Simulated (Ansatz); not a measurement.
This script drives the Ansatz DFT code, driven from Python.

`sns2.xyz`
```text
3
Lattice="3.639 0.0 0.0 -1.8195 3.15146644 0.0 0.0 0.0 5.868" Properties=species:S:1:pos:R:3 pbc="T T T"
Sn    0.00000000    0.00000000    0.00000000
S    -0.00000000    2.10097763    1.46700000
S     1.81950000    1.05048881    4.40100000
```

`sns2_dfpt.py`:
```python
from pathlib import Path

import ansatz as az
import numpy as np


def main() -> None:
    system = az.Crystal.from_extxyz("sns2.xyz")

    setup = (
        system.calculation()
        .functional("lda")
        .basis(420, density_ratio=4)
        .occupations("fermi_dirac", width=0.3)
        .initial_density(normalization="atom")
        .scf(tolerance=1e-07)
        .kpoints(6, 6, 4)
        .phonons("dfpt", points=[(0, 0, 0), (0.5, 0.5, 0)])
    )
    outcome = setup.run(threads=1, runs_dir="runs")
    ph = outcome.phonons

    for q in ph.qpoints:
        print("q =", np.round(q.q_frac, 3), "1/cm:", " ".join(f"{w:.1f}" for w in q.omega_inv_cm))


if __name__ == "__main__":
    main()
```

It is started by `python sns2_dfpt.py`. How long does it take on 1 thread of Arm Neoverse V1 (shared host), and how much memory does it need?

It took about 62 s, with a peak of 0.59 GiB, for 1 run of the engine.

```console
$ python sns2_dfpt.py
RunWarning: eigensolver did not converge (k=23): 1 band(s) unlocked after 20 sweeps at ethr=1.00e-12 eV (lowest unlocked band 18, counted from 0; max residual 1.52e-4 eV among the unlocked bands, 1.52e-4 eV over every band); it also stands for any lines of this kind, at other spin channels or k-points, that are folded [...]
q = [0. 0. 0.] 1/cm: -0.0 -0.0 0.0 203.3 203.3 204.6 204.6 297.2 327.7
q = [0.5 0.5 0. ] 1/cm: 67.2 92.3 161.6 183.3 239.9 245.4 269.9 280.0 300.3
```
(Warnings from the package without file and line, shortened.)

What to keep in mind:
- The settings weren't tested for convergence.
- The cell isn't relaxed first, so the values belong to this volume.
- No non-analytic term is added, so at the zone centre the longitudinal optical modes of a polar crystal aren't split off.
- The starting cell is as deposited in a crystallographic database; the results hold for this polymorph, which needn't be the stable one.
- The structure is taken as given; imaginary modes can come from an unrelaxed or unstable start.

(Lines on the test bed's own set-up are left out of the output.)
